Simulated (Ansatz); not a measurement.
Consider the formation energy of MgAl2O4 (spinel, Fd-3m) from the elements. Reaction: Mg (hcp) + 2 Al (fcc) + 2 O2 (gas) → MgAl2O4 (spinel). Negative: the products are lower in energy. The value is per atom of the solid.

MgAl2O4 (spinel, Fd-3m), 14 atoms in the cell, k-point mesh 8×8×8 on the run's own vectors.
```cif
data_Al4Mg2O8
_chemical_formula_sum 'Mg2 Al4 O8'
_space_group_name_H-M_alt 'P 1'
_space_group_IT_number 1
_cell_length_a 5.77611
_cell_length_b 5.77611
_cell_length_c 5.77611
_cell_angle_alpha 60.000
_cell_angle_beta 60.000
_cell_angle_gamma 60.000
loop_
_space_group_symop_operation_xyz
  'x, y, z'
loop_
_atom_site_label
_atom_site_type_symbol
_atom_site_fract_x
_atom_site_fract_y
_atom_site_fract_z
_atom_site_occupancy
Mg1 Mg 0.50000 0.50000 0.50000 1
Mg2 Mg 0.75000 0.75000 0.75000 1
Al1 Al 0.62500 0.12500 0.12500 1
Al2 Al 0.12500 0.12500 0.12500 1
Al3 Al 0.12500 0.62500 0.12500 1
Al4 Al 0.12500 0.12500 0.62500 1
O1 O 0.88854 0.88854 0.33437 1
O2 O 0.91563 0.36146 0.36146 1
O3 O 0.88854 0.88854 0.88854 1
O4 O 0.36146 0.91563 0.36146 1
O5 O 0.33437 0.88854 0.88854 1
O6 O 0.36146 0.36146 0.91563 1
O7 O 0.88854 0.33437 0.88854 1
O8 O 0.36146 0.36146 0.36146 1
```

Mg (hcp, P6₃/mmc), 2 atoms in the cell, k-point mesh 24×24×12 on the run's own vectors. Conventional cell: a = b = 3.195 Å, c = 5.197 Å, α = β = 90.00°, γ = 120.00°.

Al (fcc, Fm-3m), 1 atom in the cell, k-point mesh 26×26×26 on the run's own vectors. Conventional cell: a = b = c = 4.0416 Å, α = β = γ = 90.00°.

An isolated O2 molecule (triplet) in a box of 11 × 11 × 13 Å.

Computed with Ansatz (plane waves, PAW), its default PAW set, cutoff 420 eV, 500 eV for r2SCAN. The structures are at rest with PBE; other levels are single points on them, but for the rows marked own geometry. HSE06 runs on coarser k-point meshes, mended by the PBE difference between the two meshes. Some cells are metallic or hold partly filled levels, where a hybrid on a coarse mesh is less sure. Neutral cells; Fermi-Dirac smearing of at most 0.10 eV in the solids, energies taken to zero width. The lattices are those relaxed with PBE, so at other levels the solids can be strained, which adds to the spread. A dispersion term (D3(BJ), or D4 for r2SCAN) was computed beside these levels and is taken off wherever the name lacks it. No zero-point or thermal terms. Cells are local rest points, mostly with their start's symmetry.

Problem. Give the value at the level r2SCAN.

Solution. -3.25 eV/atom, for Mg (hcp) + 2 Al (fcc) + 2 O2 (gas) → MgAl2O4 (spinel).

Problem. How does the value move with the functional?

Solution. 
```tsv
Method	value (eV/atom)	less r2SCAN
PBE+D3(BJ)	-3.04	0.21
HSE06+D3(BJ)	-3.18	0.07
r2SCAN (own geometry)	-3.25	0.00
```

The levels span 0.21 eV/atom, from r2SCAN (-3.25) to PBE+D3(BJ) (-3.04).

Ansatz is a first-principles code.
